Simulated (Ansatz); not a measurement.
Write the native input for Ansatz 0.2.0 that does the following.

| Item | Value |
| --- | --- |
| Task | elastic constants |
| Functional | PBEsol |
| Potentials or basis | Ansatz PAW |
| Cutoff | 420 eV (not typed: the program's choice for these potentials) |
| k mesh | 6 × 6 × 6 |
| Occupations | fermi-dirac, width 0.05 eV |
| Spin | no spin polarisation |
| Atoms under strain | relaxed |

Crystal: Cs.

```
Cs
1.0
    -3.12847    3.12847    3.12847
     3.12847   -3.12847    3.12847
     3.12847    3.12847   -3.12847
Cs
1
Direct
  0.00000 0.00000 0.00000
```

One way to write it, as run:

input.yaml

```yaml
crystal:
  lattice:
    - [-3.1284650614, 3.1284650614, 3.1284650614]
    - [3.1284650614, -3.1284650614, 3.1284650614]
    - [3.1284650614, 3.1284650614, -3.1284650614]
  atoms:
    - { symbol: Cs, position: [0.0, 0.0, 0.0] }
hamiltonian:
  xc: pbesol
  pseudopotentials: { kind: paw }
kpoints:
  mp_grid: { grid: [6, 6, 6] }
scf:
  occupations: { method: fermi_dirac, width: 0.05 }
output:
  forces: true
  stress: true
elastic:
  mode: relaxed_ion
  stencil: two_point
```

Potentials or basis: Ansatz PAW.

The run is started by

```console
$ ansatz run input.yaml --threads 2 --pin off --max-ram 5632MiB --backend cpu --events-out ev --progress --plain --runs-dir out
```

It gave:

The pressure is -0.2 GPa and the band gap on the k mesh is none (metal or under the smearing width). The elastic constants C11, C12, C44 are 1, 1, 0 GPa and the voigt bulk modulus is 1 GPa.

Caveat: elastic constants of metals need much finer meshes, so these are rough; the PAW data sets come from PBE, with cores solved anew for the run's functional, which leaves a small shift of forces and pressure.

Wall time 2.5 s on 2 threads of AMD EPYC 9R45 96-Core Processor (Zen 5) (shared host), peak memory 0.42 GiB.
